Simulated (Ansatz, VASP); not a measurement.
# Cross-check of ZnSe (Stilleite) between VASP and Ansatz, part 3 of 3

Aim: how closely do two programs agree when they are given the same cell, functional and k mesh? The cell is taken from a series of runs on this material, whose earlier steps may have relaxed, scaled, displaced or heated it; both programs get it as it stands.

VASP 6.6.1 and Ansatz 0.2.0.

So far. Step 2 (VASP: single point, r2SCAN, spin-orbit coupling, pair 1): The run ends at a pressure of 0.49 GPa, with forces up to 0.017 eV/Å.

## (6) VASP: single point, r2SCAN, spin-orbit coupling, pair 2

Level of this step: r2SCAN, spin-orbit coupling; plane waves and PAW (Zn, Se) (VASP).

The same cell, functional, mesh and smearing now go to VASP, with its own data sets.

The input, INCAR:

```
SYSTEM = ZnSe
PREC = Accurate
ENCUT = 440
EDIFF = 1E-06
NELM = 200
ISMEAR = 0
SIGMA = 0.01
LREAL = .FALSE.
ALGO = Normal
METAGGA = R2SCAN
LASPH = .TRUE.
LNONCOLLINEAR = .TRUE.
MAGMOM = 0 0 0 0 0 0
NBANDS = 30
GGA_COMPAT = .FALSE.
LSORBIT = .TRUE.
LORBIT = 11
LWAVE = .FALSE.
LCHARG = .FALSE.
ISIF = 2
EFERMI = MIDGAP
LMIXTAU = .TRUE.
KPAR = 2
```

The input, POSCAR:

```
ZnSe
1.0
   -0.0210526056      2.8119883399      2.8581446300
    2.8119883399     -0.0210526056      2.8581446300
    2.7909357343      2.7909357343      0.0000000000
Zn Se
1 1
Direct
    0.0012764217      0.0012764217      0.9987235783
    0.7487235783      0.7487235783      0.7512764217
```

The input, KPOINTS:

```
Automatic mesh
0
Gamma
6 6 6
0 0 0
```

Potentials, in the order of the species: Zn and Se (PBE family, release 64).

The run is started by

```bash
$ mpirun -np 2 vasp_ncl
```

Numbers of over 12 decimals in the logs are rounded to 6 here.

What it wrote:

```text
[banner, memory and clock lines left out]
running    2 mpi-ranks, on    1 nodes
[...]
[... a notice as in an earlier step ...]

 LDA part: xc-table for (None), standard interpolation
 POSCAR, INCAR and KPOINTS ok, starting setup
[...]
entering main loop
       N       E                     dE             d eps       ncg     rms          rms(c)
DAV:   1     0.969119706444E+02    0.96912E+02   -0.76606E+03  4508   0.126E+03
DAV:   2    -0.155913394973E+02   -0.11250E+03   -0.10575E+03  4546   0.303E+02
DAV:   3    -0.274639429749E+02   -0.11873E+02   -0.11728E+02  5232   0.978E+01
DAV:   4    -0.276987941419E+02   -0.23485E+00   -0.23455E+00  5168   0.144E+01
[...]
DAV:  15    -0.249202165919E+02    0.20736E-05   -0.64023E-06  4834   0.359E-02    0.224E-03
DAV:  16    -0.249202221568E+02   -0.55649E-05   -0.20278E-06  4776   0.156E-02    0.284E-03
DAV:  17    -0.249202214086E+02    0.74825E-06   -0.57976E-07  3472   0.139E-02
   1 F= -.24920221E+02 E0= -.24920221E+02  d E =0.000000E+00  mag=    -0.0000    -0.0000     0.0000
```

From OUTCAR (step 6):

```text
  Total        0.1504520      0.1504520     -0.0152740      0.1715804      0.0000000      0.0000000
  in kB        5.3332471      5.3332471     -0.5414348      6.0822085      0.0000000      0.0000000
  external PRESSURE =       3.3750198 kB  Pullay stress =       0.0000000 kB

 POSITION                                       TOTAL-FORCE (eV/Angst)
 -----------------------------------------------------------------------------------
      2.79094      2.79094      0.00730         0.000000      0.000000      0.014649
      4.18640      4.18640      4.27992         0.000000      0.000000     -0.014649
 -----------------------------------------------------------------------------------
    total drift:                                0.000003      0.000003      0.027782

  FREE ENERGIE OF THE ION-ELECTRON SYSTEM (eV)
  ---------------------------------------------------
  free  energy   TOTEN  =       -24.9202214086 eV

  energy  without entropy=      -24.9202214086  energy(sigma->0) =      -24.92022141

 magnetization (x)
# of ion       s       p       d       tot
------------------------------------------
    1        0.000   0.000   0.000   0.000
    2       -0.000   0.000  -0.000  -0.000
--------------------------------------------------
tot         -0.000   0.000  -0.000  -0.000

 magnetization (y)
# of ion       s       p       d       tot
------------------------------------------
    1        0.000   0.000   0.000   0.000
    2        0.000   0.000   0.000   0.000
--------------------------------------------------
tot          0.000   0.000   0.000   0.000

[... 2 parts as in an earlier step ...]

[... 2 further parts left out ...]
[key lines of the parts left out:]
E-fermi :   2.3891
```

The run ends at a pressure of 0.34 GPa, with forces up to 0.015 eV/Å.

## (7) Differences

What differs besides the data sets and the points named for the pairs above, as far as they apply: the data sets hold 28 valence electrons in Ansatz (on its PAW fully relativistic soft_1 files) and 18 in VASP. Total energies have different zeros and are not compared.

Both answers:

```csv
quantity,Ansatz,VASP,difference
gap on the k mesh (eV),1.722,1.727,-0.005
```

A gap on the mesh is an upper bound, since the band edges may lie between its points.

## (8) VASP: single point, r2SCAN, spin-orbit coupling, pair 3

With cell and atoms fixed, the geometry can't cause a difference; cores, projectors, grids and the points listed under the comparison can. The cell compared in this pair holds 45.30 Å³, against 45.20 Å³ for the pair before.

INCAR is that of step 6.

The input, POSCAR:

```
ZnSe
1.0
   -0.0140835088      2.8191864295      2.8497968612
    2.8191864295     -0.0140835088      2.8497968612
    2.8051029207      2.8051029207      0.0000000000
Zn Se
1 1
Direct
    0.0008488399      0.0008488399      0.9991511601
    0.7491511601      0.7491511601      0.7508488399
```

KPOINTS is that of step 6.

The run is started by

```bash
$ mpirun -np 2 vasp_ncl
```

What it wrote:

```text
[... set-up lines as in an earlier step ...]
 entering main loop
       N       E                     dE             d eps       ncg     rms          rms(c)
DAV:   1     0.980945333547E+02    0.98095E+02   -0.76590E+03  4514   0.126E+03
DAV:   2    -0.153917583032E+02   -0.11349E+03   -0.10671E+03  4562   0.303E+02
DAV:   3    -0.274627341592E+02   -0.12071E+02   -0.11927E+02  5270   0.988E+01
DAV:   4    -0.277012655590E+02   -0.23853E+00   -0.23826E+00  5102   0.145E+01
[...]
DAV:  15    -0.249215904788E+02    0.21769E-05   -0.64656E-06  4864   0.359E-02    0.226E-03
DAV:  16    -0.249215961551E+02   -0.56763E-05   -0.20458E-06  4752   0.156E-02    0.286E-03
DAV:  17    -0.249215954150E+02    0.74010E-06   -0.58338E-07  3492   0.139E-02
   1 F= -.24921595E+02 E0= -.24921595E+02  d E =0.000000E+00  mag=    -0.0000     0.0000     0.0000
```

From OUTCAR (step 8):

```text
  Total        0.0891358      0.0891358     -0.0174858      0.1132501      0.0000000      0.0000000
  in kB        3.1526959      3.1526959     -0.6184660      4.0056090      0.0000000      0.0000000
  external PRESSURE =       1.8956419 kB  Pullay stress =       0.0000000 kB

 POSITION                                       TOTAL-FORCE (eV/Angst)
 -----------------------------------------------------------------------------------
      2.80510      2.80510      0.00484         0.000000      0.000000      0.010812
      4.20765      4.20765      4.26986        -0.000000     -0.000000     -0.010812
 -----------------------------------------------------------------------------------
    total drift:                                0.000001      0.000001      0.020496

  FREE ENERGIE OF THE ION-ELECTRON SYSTEM (eV)
  ---------------------------------------------------
  free  energy   TOTEN  =       -24.9215954150 eV

  energy  without entropy=      -24.9215954150  energy(sigma->0) =      -24.92159541

 magnetization (x)
# of ion       s       p       d       tot
------------------------------------------
    1        0.000   0.000  -0.000   0.000
    2        0.000   0.000   0.000   0.000
--------------------------------------------------
tot          0.000   0.000  -0.000   0.000

 magnetization (y)
# of ion       s       p       d       tot
------------------------------------------
    1        0.000  -0.000   0.000  -0.000
    2       -0.000   0.000  -0.000  -0.000
--------------------------------------------------
tot         -0.000  -0.000   0.000  -0.000

[... 2 parts as in an earlier step ...]

[... 2 further parts left out ...]
[key lines of the parts left out:]
E-fermi :   2.3585
```

The run ends at a pressure of 0.19 GPa, with forces up to 0.011 eV/Å.

## (9) Ansatz: single point, r2SCAN, spin-orbit coupling, pair 3

The same cell, functional, mesh and smearing now go to Ansatz, which takes its cutoff from its data sets.

The cell is taken from a series of runs on this material, whose earlier steps may have relaxed, scaled, displaced or heated it; both programs get it as it stands.

The input, input.yaml:

```yaml
crystal:
  lattice:
    - [-0.0140835088, 2.8191864295, 2.8497968612]
    - [2.8191864295, -0.0140835088, 2.8497968612]
    - [2.8051029207, 2.8051029207, 0.0]
  atoms:
    - { symbol: Zn, position: [0.0008488399, 0.0008488399, -0.0008488399] }
    - { symbol: Se, position: [0.7491511601, 0.7491511601, 0.7508488399] }
kpoints:
  mp_grid: { grid: [6, 6, 6] }
hamiltonian:
  xc: r2scan
  pseudopotentials: { kind: paw_fr, azcp: { folder: soft_1 } }
scf:
  occupations: { method: gaussian, width: 0.01 }
  n_extra_bands: 16
output:
  eigenvalues: true
  eigenstates:
    kpoints:
      - [0.0, 0.0, 0.0]
      - [-1.7932e-05, 0.0035895, 0.003571568]
      - [0.0035895, -1.7932e-05, 0.003571568]
      - [0.003628474, 0.003628474, 0.0]
      - [0.00252548, 0.00252548, 0.00505096]
      - [-0.002550839, 0.002550839, 0.0]
      - [0.002553039, 0.005103878, 0.00252548]
      - [-0.002578398, -2.7559e-05, 0.00252548]
      - [0.005103878, 0.002553039, 0.00252548]
      - [-2.7559e-05, -0.002578398, 0.00252548]
      - [0.004156946, 0.004156946, 0.004124091]
      - [-3.2855e-05, -3.2855e-05, 0.004124091]
      - [1.2149e-05, 0.004177652, 0.0]
      - [0.004177652, 1.2149e-05, 0.0]
      - [1.7932e-05, -0.0035895, -0.003571568]
      - [-0.0035895, 1.7932e-05, -0.003571568]
      - [-0.003628474, -0.003628474, 0.0]
      - [-0.00252548, -0.00252548, -0.00505096]
      - [0.002550839, -0.002550839, 0.0]
      - [-0.002553039, -0.005103878, -0.00252548]
      - [0.002578398, 2.7559e-05, -0.00252548]
      - [-0.005103878, -0.002553039, -0.00252548]
      - [2.7559e-05, 0.002578398, -0.00252548]
      - [-0.004156946, -0.004156946, -0.004124091]
      - [3.2855e-05, 3.2855e-05, -0.004124091]
      - [-1.2149e-05, -0.004177652, 0.0]
      - [-0.004177652, -1.2149e-05, 0.0]
      - [-6.7244e-05, 0.013460624, 0.01339338]
      - [0.013460624, -6.7244e-05, 0.01339338]
      - [0.013606778, 0.013606778, 0.0]
      - [0.00947055, 0.00947055, 0.018941099]
      - [-0.009565647, 0.009565647, 0.0]
      - [0.009573896, 0.019139543, 0.00947055]
      - [-0.009668993, -0.000103347, 0.00947055]
      - [0.019139543, 0.009573896, 0.00947055]
      - [-0.000103347, -0.009668993, 0.00947055]
      - [0.015588548, 0.015588548, 0.015465343]
      - [-0.000123205, -0.000123205, 0.015465343]
      - [4.5559e-05, 0.015666195, 0.0]
      - [0.015666195, 4.5559e-05, 0.0]
      - [6.7244e-05, -0.013460624, -0.01339338]
      - [-0.013460624, 6.7244e-05, -0.01339338]
      - [-0.013606778, -0.013606778, 0.0]
      - [-0.00947055, -0.00947055, -0.018941099]
      - [0.009565647, -0.009565647, 0.0]
      - [-0.009573896, -0.019139543, -0.00947055]
      - [0.009668993, 0.000103347, -0.00947055]
      - [-0.019139543, -0.009573896, -0.00947055]
      - [0.000103347, 0.009668993, -0.00947055]
      - [-0.015588548, -0.015588548, -0.015465343]
      - [0.000123205, 0.000123205, -0.015465343]
      - [-4.5559e-05, -0.015666195, 0.0]
      - [-0.015666195, -4.5559e-05, 0.0]
      - [0.0, 0.0, 0.0]
      - [-1.7932e-05, 0.0035895, 0.003571568]
      - [0.0035895, -1.7932e-05, 0.003571568]
      - [0.003628474, 0.003628474, 0.0]
      - [0.00252548, 0.00252548, 0.00505096]
      - [-0.002550839, 0.002550839, 0.0]
      - [0.002553039, 0.005103878, 0.00252548]
      - [-0.002578398, -2.7559e-05, 0.00252548]
      - [0.005103878, 0.002553039, 0.00252548]
      - [-2.7559e-05, -0.002578398, 0.00252548]
      - [0.004156946, 0.004156946, 0.004124091]
      - [-3.2855e-05, -3.2855e-05, 0.004124091]
      - [1.2149e-05, 0.004177652, 0.0]
      - [0.004177652, 1.2149e-05, 0.0]
      - [1.7932e-05, -0.0035895, -0.003571568]
      - [-0.0035895, 1.7932e-05, -0.003571568]
      - [-0.003628474, -0.003628474, 0.0]
      - [-0.00252548, -0.00252548, -0.00505096]
      - [0.002550839, -0.002550839, 0.0]
      - [-0.002553039, -0.005103878, -0.00252548]
      - [0.002578398, 2.7559e-05, -0.00252548]
      - [-0.005103878, -0.002553039, -0.00252548]
      - [2.7559e-05, 0.002578398, -0.00252548]
      - [-0.004156946, -0.004156946, -0.004124091]
      - [3.2855e-05, 3.2855e-05, -0.004124091]
      - [-1.2149e-05, -0.004177652, 0.0]
      - [-0.004177652, -1.2149e-05, 0.0]
      - [-6.7244e-05, 0.013460624, 0.01339338]
      - [0.013460624, -6.7244e-05, 0.01339338]
      - [0.013606778, 0.013606778, 0.0]
      - [0.00947055, 0.00947055, 0.018941099]
      - [-0.009565647, 0.009565647, 0.0]
      - [0.009573896, 0.019139543, 0.00947055]
      - [-0.009668993, -0.000103347, 0.00947055]
      - [0.019139543, 0.009573896, 0.00947055]
      - [-0.000103347, -0.009668993, 0.00947055]
      - [0.015588548, 0.015588548, 0.015465343]
      - [-0.000123205, -0.000123205, 0.015465343]
      - [4.5559e-05, 0.015666195, 0.0]
      - [0.015666195, 4.5559e-05, 0.0]
      - [6.7244e-05, -0.013460624, -0.01339338]
      - [-0.013460624, 6.7244e-05, -0.01339338]
      - [-0.013606778, -0.013606778, 0.0]
      - [-0.00947055, -0.00947055, -0.018941099]
      - [0.009565647, -0.009565647, 0.0]
      - [-0.009573896, -0.019139543, -0.00947055]
      - [0.009668993, 0.000103347, -0.00947055]
      - [-0.019139543, -0.009573896, -0.00947055]
      - [0.000103347, 0.009668993, -0.00947055]
      - [-0.015588548, -0.015588548, -0.015465343]
      - [0.000123205, 0.000123205, -0.015465343]
      - [-4.5559e-05, -0.015666195, 0.0]
      - [-0.015666195, -4.5559e-05, 0.0]
magnetization:
  noncollinear: true
  spin_orbit: true
checkpoint:
  read: start.run
  write: ck
  compress: false
  write_wavefunctions: false
  write_every: 100000
```

The run is started by

```bash
$ ansatz run input.yaml --threads 4 --pin off --max-ram 9216MiB --backend cpu --events-out ev --progress --plain --runs-dir out
```

What it wrote:

```text
[...]
Crystal: 2 atoms, lattice volume = 45.298 Å³
Basis set: ecut = 500 eV, 1163 PW (Γ), exchange–correlation on 120×120×120 points (64 copies of the dense FFT grid, shifted against one another)
Bands: 44, of which v1, the nominal top of the filled ones, is band 28 counted from 1 (27 counted from 0)
Symmetry: 4 space group operations + 4 with time reversal
[...]
k-point 0: bands = [... 24 lower, 6.3921, 6.3921, 6.4407, 6.4407, 8.1708, 8.1708, 12.4982, 12.4982, ... 12 higher]
  k-point 1: bands = [... 24 lower, 5.9063, 5.9122, 6.1340, 6.1463, 9.3583, 9.3590, 12.6798, 12.6920, ... 12 higher]
  k-point 2: bands = [... 24 lower, 5.4631, 5.4651, 5.6851, 5.6972, 9.4617, 9.4626, 13.2087, 13.2091, ... 12 higher]
  k-point 45: bands = [... 24 lower, 3.9788, 3.9788, 4.1816, 4.1816, 9.6435, 9.6435, 10.2493, 10.2493, ... 12 higher]
[key lines of the parts left out:]
SCF converged after 3 iterations
Magnetization: |M| = 0.0000 μB,  M = (+0.0000, +0.0000, +0.0000) μB
Free energy (F): -8799.993575 eV
Fermi energy:    7.305738 eV
```

## (10) Side by side

What differs besides the data sets and the points named for the pairs above, as far as they apply: the data sets hold 28 valence electrons in Ansatz (on its PAW fully relativistic soft_1 files) and 18 in VASP. Total energies have different zeros and are not compared.

The two programs side by side:

```csv
quantity,Ansatz,VASP,difference
gap on the k mesh (eV),1.730,1.735,-0.005
```

A gap on the mesh is an upper bound, since the band edges may lie between its points.

## (11) Outcome

```json
{
  "difference in gap on the k mesh (single point, r2SCAN, spin-orbit coupling, pair 1)": "-0.0054 eV",
  "difference in gap on the k mesh (single point, r2SCAN, spin-orbit coupling, pair 2)": "-0.0053 eV",
  "difference in gap on the k mesh (single point, r2SCAN, spin-orbit coupling, pair 3)": "-0.0051 eV"
}
```

In words: The difference in gap on the k mesh is -0.0054 eV (single point, r2SCAN, spin-orbit coupling, pair 1), within the 0.08 eV picked in this series as the mark of a large difference. The data sets hold unlike numbers of valence electrons (28 in Ansatz and 18 in VASP), so part of the differences comes from the potentials. 1 further run of this series is not shown here. Such differences can come from data sets, numerical settings and the points named under the comparisons, not from the functional's error against experiment.

[Lines on the potential files, build, host, timing and source positions are cut from VASP's logs without a mark.]

[Logs are printed without paths, hosts, clocks, repeated set-up lines and the standing remarks that a program may print on its own settings, such as how far it seeks lower states.]

[Hosts, paths, dates, database ids (printed as entryN), source tags and the programs' standing remarks are cut or masked in the printed files.]
